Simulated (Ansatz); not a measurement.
# Y2CS2 MXene monolayer in a perpendicular field, part 2 of 4

Aim: how the Y2CS2 MXene monolayer screens a field along its normal, and what the field does to its bands. A positive field points along +c.

Ansatz 0.2.0; plane-wave DFT, LDA, Ansatz PAW (the session's first sound run).

So far. Step 2 (Relaxing the slab): The lattice constant a goes from 3.478 to 3.749 Å.

In doubt: Bader basins on short bonds can need a finer grid (steps 3, 8), which would bear on Bader charges.

## (3) Single point, field 0

A sawtooth potential applies the field, turning back in the middle of the vacuum. With the dipole correction the typed value is the field outside the slab. The induced dipole is small, so the SCF threshold is tight.

The cell differs from the one that the last finished run ended in (c 36.864 → 23.716 Å).

The input, input.yaml:

```yaml
crystal:
  lattice:
    - [3.7485198972, 0.0, 0.0]
    - [-1.8742599486, 3.2463134575, 0.0]
    - [0.0, 0.0, 23.7156853341]
  atoms:
    - { symbol: S, position: [0.3333333333, 0.6666666667, 0.3794956744] }
    - { symbol: "Y", position: [0.6666666667, 0.3333333333, 0.439725967] }
    - { symbol: C, position: [0.0, 0.0, 0.5] }
    - { symbol: "Y", position: [0.3333333333, 0.6666666667, 0.560274033] }
    - { symbol: S, position: [0.6666666667, 0.3333333333, 0.6205043256] }
kpoints:
  mp_grid: { grid: [18, 18, 1] }
  band_path:
    path: [[0, 0, 0], [0.5, 0, 0], [0.33333333, 0.33333333, 0], [0, 0, 0]]
    npoints: 16
hamiltonian:
  xc: lda
scf:
  occupations: { method: fermi_dirac, width: 0.05 }
  convergence: { dr2_threshold: 1.0e-10 }
efield:
  axis: 3
  dipole_correction: true
  ramp_position: 0.97
  ramp_width: 0.06
  amplitude: 0
output:
  dos: { projected: true, e_range: [-6, 5] }
  bader: true
  write_potential: true
  write_density: true
  volumetric_format: npy
  elf: true
```

Launch:

```sh
ansatz run input.yaml --threads 4 --pin off --max-ram 6144MiB --backend cpu --events-out ev --progress --plain --runs-dir out
```

Numbers of over 12 decimals in the logs are rounded to 6 here.

The program printed:

```text
[...]
Crystal: 5 atoms, lattice volume = 288.593 Å³
Basis set: ecut = 420 eV, 5659 PW (Γ)
Bands: 24, of which v1, the nominal top of the filled ones, is band 19 counted from 1 (18 counted from 0)
Symmetry: 6 space group operations
k-points: 37 of 324 (time reversal used)
[...]
SCF iter   1: F=—  HF=-9476.928471 eV  |F-HF|=—  |Δ(HF+E_count)|=         —  Δρ=5.19e-3  dr2=2.96e-1  ethr=1.77e-3  p=0.000 e·Å  D=3.05e-15 V/Å  ΔV_dip=-0.00 eV  dr2_dipole=4.68e-8  V_vac-E_F(+/−)=7.18/7.18 eV  ⟨swp⟩=8.8  Hψ=5228  notcnv=0
efield: sawtooth ramp at fractional position 0.9700 (set: `efield.ramp_position`, or a place that a band, a saddle search or an elastic batch's reference lends), width 0.0600; the density the first Hamiltonian is built on has a dipole p = 0.000 e·Å; the dipole correction subtracts the counter field D = 3.05e-15 V/Å, which shifts the + side's vacuum level by -0.00 eV against the − side's; the planar-averaged density in the ramp window peaks in size at 5.8e-6 e/Å³
[...]
SCF iter   2: F=—  HF=-9476.893383 eV  |F-HF|=—  |Δ(HF+E_count)|=   3.51e-2  Δρ=1.99e-3  dr2=4.71e-2  ethr=7.80e-4  p=-0.000 e·Å  D=-8.56e-6 V/Å  ΔV_dip=0.00 eV  dr2_dipole=1.60e-8  V_vac-E_F(+/−)=6.90/6.90 eV  ⟨swp⟩=1.8  Hψ=1254  notcnv=0
[...]
SCF iter  10: F=-9476.889141 eV  HF=-9476.889141 eV  |F-HF|=3.82e-11  |Δ(HF+E_count)|=   3.33e-9  Δρ=1.77e-7  dr2=7.79e-11  ethr=1.00e-12  p=0.000 e·Å  D=8.82e-9 V/Å  ΔV_dip=-0.00 eV  dr2_dipole=5.34e-15  V_vac-E_F(+/−)=6.88/6.88 eV  ⟨swp⟩=3.5  Hψ=3868  notcnv=0
SCF 1 converged in 10 iterations: F = -9476.889141 eV  dr2 = 7.79e-11
[...]
NSCF: frozen V_eff on 49 k-points
efield: sawtooth ramp at fractional position 0.9700 (kept from the solve that this one continues, or follows in the run), width 0.0600; the density the first Hamiltonian is built on has a dipole p = 0.000 e·Å; the dipole correction subtracts the counter field D = 8.82e-9 V/Å, which shifts the + side's vacuum level by -0.00 eV against the − side's; the planar-averaged density in the ramp window peaks in size at 1.5e-8 e/Å³
[...]
SCF converged after 10 iterations
Free energy (F): -9476.889141 eV
[...]
Internal energy: -9476.844246 eV  (E = F + TS)
E sigma→0 (E₀):  -9476.866693 eV
Entropy (-TS):   -0.044894 eV (-8.979 meV/atom)
Fermi energy:    -1.860158 eV
Dipole field:    D = -0.000000 V/Å  (p = -0.000000 e·Å, saw-weighted, corrected)
Work function:   Φ+ = 6.8808 eV   Φ− = 6.8808 eV
Levels:          The Fermi level and band energies are counted from a zero that moves with the ramp; work functions are not
[...]
--- Band table (eV; the first three rows and the last of 37) ---
  k-point 0: bands = [... 15 lower, -2.7524, -2.7524, -1.4356, -1.0549, -1.0549, 1.4653, 1.4653, 1.9999, ... 1 higher]
  k-point 1: bands = [... 15 lower, -2.8874, -2.7520, -1.3633, -1.2358, -1.1239, 1.4402, 1.5576, 2.0012, ... 1 higher]
  k-point 2: bands = [... 15 lower, -3.0007, -2.7533, -1.6735, -1.2923, -1.2608, 1.2788, 1.7900, 2.0873, ... 1 higher]
  k-point 36: bands = [... 15 lower, -3.0611, -3.0611, -2.4996, -2.4996, -2.4789, 2.2825, 2.2825, 2.4788, ... 1 higher]
--- Bader charges: 5 sites ---
  site symbol  charge [e]  shift [e]
     0      S     -0.9501     0.0001
     1      Y      1.7327     0.0001
     2      C     -1.5653     0.0000
     3      Y      1.7328     0.0001
     4      S     -0.9501     0.0001
  estimated error of the sums over rays = 7.0e-4 e
```

Elapsed: 23 s, on 4 threads of Arm Neoverse V1, shared host; peak memory 0.7 GiB.

Reading the cycles: dr2 is the Hartree energy of the density residual (eV), the measure of convergence; HF is the Harris–Foulkes estimate of the energy, which meets the free energy F at convergence.

Numbers from this step:

```yaml
energy_at_zero_smearing: -9476.8667 eV
work_function_upper_face: 6.881 eV
dipole_along_the_normal: -1.16e-7 e·Å
```

Running mean over a fixed 2.5 Å (it still follows the layers) of the planar mean; the ramp of the sawtooth is left out. Table of electron's electrostatic potential energy less the Fermi level by z:

```csv
z (Å),electron's electrostatic potential energy less the Fermi level (eV)
3.0,6.88
3.5,6.88
4.0,6.88
4.5,6.88
5.0,6.88
5.5,6.88
6.0,6.86
6.5,6.79
7.0,6.41
7.5,5.02
8.0,2.89
8.5,0.563
9.0,-2.29
9.5,-5.25
10.0,-6.33
10.5,-6.17
11.0,-5.93
11.5,-5.10
12.0,-4.86
12.5,-5.59
13.0,-6.12
13.5,-6.27
14.0,-6.00
14.5,-3.66
15.0,-0.567
15.5,1.90
16.0,4.15
16.5,5.95
17.0,6.69
17.5,6.84
18.0,6.87
18.5,6.88
19.0,6.88
19.5,6.88
20.0,6.88
20.5,6.88
```

The density of states has structure finer than the step of the table below, so its rows give means over 0.2 eV, whole bins alone (the curve runs from -6 to 1.99 eV). Peaks (eV: height): -2.50: 11.7, -2.14: 8.98, -1.95: 11.7, -1.37: 18.8, -1.29: 23.8, -0.93: 10.3, -0.79: 9.82.

Table of density of states by energy, zero at the Fermi level; means over each step:

```csv
energy (eV),density of states (states/eV a cell)
-3.4,0
-3.2,0.892
-3.0,1.48
-2.8,2.04
-2.6,3.50
-2.4,7.49
-2.2,3.24
-2.0,6.53
-1.8,4.64
-1.6,5.02
-1.4,8.62
-1.2,11.3
-1.0,5.99
-0.8,4.31
-0.6,4.03
-0.4,5.32
-0.2,3.61
0.0,6.14
0.2,2.73
0.4,1.85
0.6,1.50
0.8,0.181
1.0,0
```

Projected DOS per atom over height of the atomic layer and energy from the Fermi level. Layers: S Y C Y S from below.

Ten even steps from '0' (0.00 states/eV) to '9' (2.84 states/eV), each cell a mean:
```
00000
00000
00000
00100
10201
31813
21612
22722
92129
83338
52225
41114
52225
11111
00000
00000
00000
00000
00000
00000
00000
00000
```
Columns: height of the atomic layer (Å) from 9 to 14.7; rows upwards: energy from the Fermi level (eV) from -5.96 to 1.96.

Electronic bands along the path, in eV, zero at the Fermi level:

```csv
point,band 15,band 16,band 17,band 18,band 19,band 20,band 21,band 22
Γ,-1.56,-0.89,-0.89,0.42,0.81,0.81,3.33,3.33
halfway,-1.54,-1.32,-0.93,-0.42,0.15,0.33,2.50,4.30
M,-1.38,-1.35,-0.99,-0.96,0.03,0.11,1.93,4.16
halfway,-1.39,-1.26,-1.21,-0.79,-0.66,-0.13,2.77,4.66
K,-2.11,-1.20,-1.20,-0.64,-0.64,-0.62,4.14,4.14
halfway,-1.85,-1.22,-0.98,-0.39,-0.33,0.19,3.26,3.37
Γ,-1.56,-0.89,-0.89,0.42,0.81,0.81,3.33,3.33
```

Electrostatic potential energy in the ca plane at fractional y = 0.333, with atoms of Y and S within 0.2 Å of it. With pseudopotentials it is smooth inside the atoms' cores, unlike the true potential.

Values in eV, 6 rows by 16 columns, each cell a mean:
```
  5   5   5   5   5   5   4   0 -19 -17   0   0  -5 -13   3   5
  5   5   5   5   5   5   4  -2 -37 -35  -2   2 -19 -34  -1   5
  5   5   5   5   5   5   4  -2 -34 -32  -1   1 -16 -32   0   5
  5   5   5   5   5   5   4   0 -11 -10   0  -2  -3  -5   4   5
  5   5   5   5   5   5   3  -1   0   1   0  -7  -4   3   5   5
  5   5   5   5   5   5   4   0  -1  -1   0  -6  -3   2   5   5
```
Columns run along c (16.0 Å, from fractional 0.07 to 0.75 of the cell; values clipped at the 3rd and 97th percentile), rows up along a (3.7 Å). Atoms in or near the plane, at fractional coordinates: Y at (0.44, 0.67), S at (0.62, 0.67).

Valence density in the ca plane at fractional y = 0.333, with atoms of Y and S within 0.2 Å of it. It is the smooth field of the valence electrons, not physical close to the nuclei.

Values in e/Å³, 6 rows by 16 columns, each cell a mean:
```
0.0 0.0 0.0 0.0 0.0 0.1 0.3 1.1 0.3 0.1 0.2 0.7 0.3 0.0 0.0 0.0
0.0 0.0 0.0 0.0 0.0 0.0 0.9 3.3 0.7 0.1 0.4 0.8 0.7 0.0 0.0 0.0
0.0 0.0 0.0 0.0 0.0 0.0 0.7 2.9 0.6 0.1 0.3 0.9 0.6 0.0 0.0 0.0
0.0 0.0 0.0 0.0 0.0 0.1 0.3 0.6 0.2 0.1 0.2 0.5 0.2 0.0 0.0 0.0
0.0 0.0 0.0 0.0 0.0 0.2 0.3 0.1 0.2 0.3 0.3 0.1 0.0 0.0 0.0 0.0
0.0 0.0 0.0 0.0 0.0 0.2 0.3 0.2 0.2 0.2 0.2 0.2 0.1 0.0 0.0 0.0
```
Columns run along c (16.0 Å, from fractional 0.13 to 0.81 of the cell), rows up along a (3.7 Å). Atoms in or near the plane, at fractional coordinates: Y at (0.44, 0.67), S at (0.62, 0.67).

ELF in the ca plane at fractional y = 0.333, with atoms of Y and S within 0.2 Å of it. It is the smooth field of the valence electrons, not physical close to the nuclei.

Values, 6 rows by 16 columns, each cell a mean:
```
0.00 0.00 0.00 0.00 0.07 0.31 0.28 0.58 0.26 0.19 0.33 0.81 0.78 0.29 0.02 0.00
0.00 0.00 0.00 0.00 0.01 0.05 0.43 0.72 0.39 0.14 0.60 0.43 0.81 0.46 0.04 0.00
0.00 0.00 0.00 0.00 0.02 0.09 0.38 0.78 0.35 0.14 0.55 0.60 0.82 0.42 0.03 0.00
0.00 0.00 0.00 0.01 0.12 0.46 0.34 0.36 0.28 0.23 0.23 0.72 0.68 0.20 0.01 0.00
0.00 0.00 0.00 0.01 0.26 0.71 0.67 0.20 0.57 0.32 0.19 0.18 0.15 0.02 0.00 0.00
0.00 0.00 0.00 0.01 0.23 0.68 0.60 0.15 0.50 0.30 0.15 0.32 0.29 0.05 0.00 0.00
```
Columns run along c (16.0 Å, from fractional 0.13 to 0.81 of the cell), rows up along a (3.7 Å). Atoms in or near the plane, at fractional coordinates: Y at (0.44, 0.67), S at (0.62, 0.67).

The work function of the upper face is 6.88 eV.

## (4) Atoms held, field 0.1 V/Å

input.yaml, as its differences from that of step 3:

```diff
@@ -26,6 +26,4 @@
   ramp_width: 0.06
-  amplitude: 0
+  amplitude: 0.1
 output:
-  dos: { projected: true, e_range: [-6, 5] }
-  bader: true
   write_potential: true
@@ -33,2 +31 @@
   volumetric_format: npy
-  elf: true
```

The program printed:

```text
[...]
Crystal: 5 atoms, lattice volume = 288.593 Å³
Basis set: ecut = 420 eV, 5659 PW (Γ)
Bands: 24, of which v1, the nominal top of the filled ones, is band 19 counted from 1 (18 counted from 0)
Symmetry: 6 space group operations
k-points: 37 of 324 (time reversal used)
[...]
k-point 0: bands = [... 15 lower, -2.7527, -2.7527, -1.4359, -1.0552, -1.0552, 1.4650, 1.4650, 1.9995, ... 1 higher]
  k-point 1: bands = [... 15 lower, -2.8877, -2.7523, -1.3636, -1.2361, -1.1242, 1.4398, 1.5573, 2.0008, ... 1 higher]
  k-point 2: bands = [... 15 lower, -3.0011, -2.7535, -1.6738, -1.2926, -1.2611, 1.2785, 1.7897, 2.0869, ... 1 higher]
  k-point 36: bands = [... 15 lower, -3.0680, -3.0549, -2.5011, -2.4985, -2.4792, 2.2805, 2.2838, 2.4785, ... 1 higher]
[key lines of the parts left out:]
SCF converged after 13 iterations
Free energy (F): -9476.891688 eV
Fermi energy:    -1.860424 eV
Dipole field:    D = 0.031946 V/Å  (p = 0.050949 e·Å, saw-weighted, corrected)
```

Wall time 13 s (4 threads); peak memory 0.66 GiB; 52 s of CPU time.

The dipole is 0.0509 e·Å.

## (5) Atoms held, field -0.1 V/Å

input.yaml, as its differences from that of step 4:

```diff
@@ -26,3 +26,3 @@
   ramp_width: 0.06
-  amplitude: 0.1
+  amplitude: -0.1
 output:
```

The program printed:

```text
[...]
Crystal: 5 atoms, lattice volume = 288.593 Å³
Basis set: ecut = 420 eV, 5659 PW (Γ)
Bands: 24, of which v1, the nominal top of the filled ones, is band 19 counted from 1 (18 counted from 0)
Symmetry: 6 space group operations
k-points: 37 of 324 (time reversal used)
[...]
k-point 0: bands = [... 15 lower, -2.7527, -2.7527, -1.4359, -1.0552, -1.0552, 1.4650, 1.4650, 1.9995, ... 1 higher]
  k-point 1: bands = [... 15 lower, -2.8877, -2.7523, -1.3636, -1.2361, -1.1242, 1.4398, 1.5573, 2.0008, ... 1 higher]
  k-point 2: bands = [... 15 lower, -3.0011, -2.7535, -1.6738, -1.2926, -1.2611, 1.2785, 1.7897, 2.0869, ... 1 higher]
  k-point 36: bands = [... 15 lower, -3.0680, -3.0549, -2.5011, -2.4985, -2.4792, 2.2805, 2.2838, 2.4785, ... 1 higher]
[key lines of the parts left out:]
SCF converged after 13 iterations
Free energy (F): -9476.891688 eV
Fermi energy:    -1.860424 eV
Dipole field:    D = -0.031946 V/Å  (p = -0.050949 e·Å, saw-weighted, corrected)
```

Run time: 13 s. Hardware: 4 threads; peak memory 0.66 GiB; 52 s of CPU time.

The dipole is -0.0509 e·Å.

## (6) Single point, field 0.2 V/Å

input.yaml, as its differences from that of step 5:

```diff
@@ -26,3 +26,3 @@
   ramp_width: 0.06
-  amplitude: -0.1
+  amplitude: 0.2
 output:
```

The program printed:

```text
[...]
Crystal: 5 atoms, lattice volume = 288.593 Å³
Basis set: ecut = 420 eV, 5659 PW (Γ)
Bands: 24, of which v1, the nominal top of the filled ones, is band 19 counted from 1 (18 counted from 0)
Symmetry: 6 space group operations
k-points: 37 of 324 (time reversal used)
[...]
k-point 0: bands = [... 15 lower, -2.7536, -2.7536, -1.4368, -1.0560, -1.0560, 1.4640, 1.4640, 1.9982, ... 1 higher]
  k-point 1: bands = [... 15 lower, -2.8886, -2.7532, -1.3645, -1.2369, -1.1250, 1.4389, 1.5564, 1.9995, ... 1 higher]
  k-point 2: bands = [... 15 lower, -3.0020, -2.7544, -1.6746, -1.2934, -1.2620, 1.2774, 1.7888, 2.0856, ... 1 higher]
  k-point 36: bands = [... 15 lower, -3.0757, -3.0495, -2.5029, -2.4978, -2.4800, 2.2780, 2.2844, 2.4775, ... 1 higher]
[key lines of the parts left out:]
SCF converged after 13 iterations
Free energy (F): -9476.899330 eV
Fermi energy:    -1.861202 eV
Dipole field:    D = 0.063892 V/Å  (p = 0.101899 e·Å, saw-weighted, corrected)
```

The job ended after 13 s (4 threads; peak memory 0.67 GiB; 52 s of CPU time).

The dipole is 0.102 e·Å.

## (7) Atoms held, field -0.2 V/Å

input.yaml, as its differences from that of step 6:

```diff
@@ -26,3 +26,3 @@
   ramp_width: 0.06
-  amplitude: 0.2
+  amplitude: -0.2
 output:
```

The program printed:

```text
[...]
Crystal: 5 atoms, lattice volume = 288.593 Å³
Basis set: ecut = 420 eV, 5659 PW (Γ)
Bands: 24, of which v1, the nominal top of the filled ones, is band 19 counted from 1 (18 counted from 0)
Symmetry: 6 space group operations
k-points: 37 of 324 (time reversal used)
[...]
k-point 0: bands = [... 15 lower, -2.7536, -2.7536, -1.4368, -1.0560, -1.0560, 1.4640, 1.4640, 1.9982, ... 1 higher]
  k-point 1: bands = [... 15 lower, -2.8886, -2.7532, -1.3645, -1.2369, -1.1250, 1.4389, 1.5564, 1.9995, ... 1 higher]
  k-point 2: bands = [... 15 lower, -3.0020, -2.7544, -1.6746, -1.2934, -1.2620, 1.2774, 1.7888, 2.0856, ... 1 higher]
  k-point 36: bands = [... 15 lower, -3.0757, -3.0495, -2.5029, -2.4978, -2.4800, 2.2780, 2.2844, 2.4775, ... 1 higher]
[key lines of the parts left out:]
SCF converged after 13 iterations
Free energy (F): -9476.899330 eV
Fermi energy:    -1.861202 eV
Dipole field:    D = -0.063892 V/Å  (p = -0.101899 e·Å, saw-weighted, corrected)
```

Wall time 13 s (4 threads); peak memory 0.66 GiB.

The dipole is -0.102 e·Å.

## (8) Single point, field 0.35 V/Å

input.yaml, as its differences from that of step 7:

```diff
@@ -26,4 +26,6 @@
   ramp_width: 0.06
-  amplitude: -0.2
+  amplitude: 0.35
 output:
+  dos: { projected: true, e_range: [-6, 5] }
+  bader: true
   write_potential: true
@@ -31 +33,2 @@
   volumetric_format: npy
+  elf: true
```

The program printed:

```text
[...]
Crystal: 5 atoms, lattice volume = 288.593 Å³
Basis set: ecut = 420 eV, 5659 PW (Γ)
Bands: 24, of which v1, the nominal top of the filled ones, is band 19 counted from 1 (18 counted from 0)
Symmetry: 6 space group operations
k-points: 37 of 324 (time reversal used)
[...]
k-point 36: bands = [... 15 lower, -3.0887, -3.0428, -2.5065, -2.4975, -2.4822, 2.2729, 2.2841, 2.4749, ... 1 higher]
--- Bader charges: 5 sites ---
  site symbol  charge [e]  shift [e]
     0      S     -0.9735     0.0001
     1      Y      1.7348     0.0001
     2      C     -1.5654     0.0000
     3      Y      1.7307     0.0001
     4      S     -0.9266     0.0001
  estimated error of the sums over rays = 7.3e-4 e
[key lines of the parts left out:]
SCF converged after 13 iterations
Free energy (F): -9476.920348 eV
Fermi energy:    -1.863355 eV
Dipole field:    D = 0.111826 V/Å  (p = 0.178348 e·Å, saw-weighted, corrected)
```

Run time: 24 s. Hardware: 4 threads; peak memory 0.68 GiB.

The dipole is 0.178 e·Å.

## (9) Response, atoms held

This step: plane-wave DFT, LDA, Ansatz PAW; response to a field along the normal, atoms held (Ansatz 0.2.0).

The dipoles give the slope, and the difference of two potentials shows where the field is screened.

Numbers from this step:

* equivalent conductor thickness p/(ε₀AE): 7.576 Å
* distance between the outer atoms: 5.716 Å

Table of dipole of the cell by applied field:

```csv
applied field (V/Å),dipole of the cell (e·Å)
-0.200,-0.102
-0.100,-0.0509
0.000,0
0.100,0.0509
0.200,0.102
0.350,0.178
```

Local field over the applied field, running mean. From the potentials at -0.1 and 0.1 V/Å; running mean over 2.5 Å. Local field over applied field against z:

```csv
z (Å),local field over applied field
4.5,1.000
5.0,0.998
5.5,0.994
6.0,0.979
6.5,0.939
7.0,0.846
7.5,0.695
8.0,0.516
8.5,0.332
9.0,0.169
9.5,0.0636
10.0,0.0269
10.5,0.0178
11.0,0.0210
11.5,0.0353
12.0,0.0396
12.5,0.0269
13.0,0.0172
13.5,0.0217
14.0,0.0416
14.5,0.114
15.0,0.257
15.5,0.436
16.0,0.619
16.5,0.787
17.0,0.906
17.5,0.966
18.0,0.989
18.5,0.997
19.0,0.999
19.5,1.000
```

The induced electron density oscillates, so the rows of the table below give means over windows of 1 Å about each position, cut where the curve ends. Its maxima inside the range that stand out by 2 % of the span (Å: e/Å³ per V/Å): 8.2: 0.00377, 11.6: 3.8e-4, 13.2: 6.7e-4. Its minima: 10.5: -6.7e-4, 12.2: -3.8e-4, 15.6: -0.00377.

Electrons, planar mean, per unit field. The induced electron density by z; means over each step:

z (Å), induced electron density (e/Å³ per V/Å) and a bar from the least value:
```
        5    0.00001 ##############
        6    0.00011 ##############
        7    0.00097 ###################
        8    0.00319 ##############################
        9    0.00120 ####################
       10   -0.00003 ##############
       11   -0.00013 #############
       12   -0.00008 #############
       13    0.00038 ################
       14   -0.00037 ############
       15   -0.00192 ####
       16   -0.00272 
       17   -0.00055 ###########
       18   -0.00005 ##############
       19    0.00000 ##############
```

By hand: between -0.1 and 0.1 V/Å the dipole changes by 0.1019 e·Å, a slope of 0.5095 e·Å²/V. A perfect conductor of thickness t has p = ε₀AEt, so t = 180.95 × 0.5095 / 12.169 = 7.58 Å (e/ε₀ = 180.95 V·Å, A in Å²).

The induced dipole is that of a conductor 7.58 Å thick.

(Continued in part 3 of 4.)

[Logs are printed without paths, hosts, clocks, repeated set-up lines and the standing remarks that a program may print on its own settings, such as how far it seeks lower states.]

[Hosts, paths, dates, database ids (printed as entryN), source tags and the programs' standing remarks are cut or masked in the printed files.]

[Maps of the electrostatic potential energy from Ansatz leave out the sawtooth potential of an applied field or a dipole correction, so their vacuum need not be flat; planar profiles and work functions include it.]

[The density of states shown here was stored with 400 of the rows of the run's finer table, so its peaks can read low, often by over a quarter, or be missed, and its means over a window can be off by a tenth or more.]
